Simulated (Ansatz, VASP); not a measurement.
## Two plane-wave programs on MgS

Contents of INCAR:

```
  ALGO = Normal
  EDIFF = 1E-7
  ENCUT = 520
  GGA = PE
  ISIF = 2
  ISMEAR = -1
  LASPH = True
  LCHARG = False
  LREAL = False
  LWAVE = False
  NBANDS = 11
  NELM = 60
  PREC = Accurate
  SIGMA = 0.05
```

Contents of KPOINTS:

```
k-points
0
Gamma
  8 8 8
```

Contents of POSCAR:

```
MgS
1.0
    0.0000000000      2.8141052454      2.8141052454
    2.8141052454      0.0000000000      2.8141052454
    2.8141052454      2.8141052454      0.0000000000
S Mg
1 1
Direct
    0.2500000000      0.2500000000      0.2500000000
    0.0000000000      0.0000000000      0.0000000000
```

File input.yaml:

```yaml
crystal:
  lattice:
    - [0.0, 2.8141052454, 2.8141052454]
    - [2.8141052454, 0.0, 2.8141052454]
    - [2.8141052454, 2.8141052454, 0.0]
  atoms:
    - { symbol: S, position: [0.25, 0.25, 0.25] }
    - { symbol: Mg, position: [0.0, 0.0, 0.0] }
hamiltonian:
  xc: pbe
  pseudopotentials: { kind: paw }
kpoints:
  mp_grid: { grid: [8, 8, 8] }
scf:
  occupations: { method: fermi_dirac, width: 0.05 }
output:
  forces: true
  stress: true
  eigenvalues: true
```

Change from the starting cell: volume scaled by 0.98.

Alike in both runs: task single point; functional PBE; k mesh 8 × 8 × 8; occupations fermi-dirac, width 0.05 eV; no spin polarisation.

```csv
,VASP,Ansatz
version,VASP 6.6.1,Ansatz 0.2.0
potentials or method,"VASP PAW PBE potentials, release 64 (S, Mg)",Ansatz PAW
plane-wave cutoff (eV),520,420
valence electrons in the cell,8,16
```

Ansatz gave:

* gap on the k mesh at the Fermi level (eV): 3.56
* least direct gap on the mesh (eV): 3.56
* pressure (GPa): 2.2

Question: Which values does VASP return?

Answer: gap on the k mesh at the Fermi level (eV): 3.55; least direct gap on the mesh (eV): 3.55; pressure (GPa): 2.0.

With one functional, cell and mesh, what is left measures potentials, basis and numerics. The two sets of potentials don't hold the same shells in valence.

A k mesh can miss the band edges.
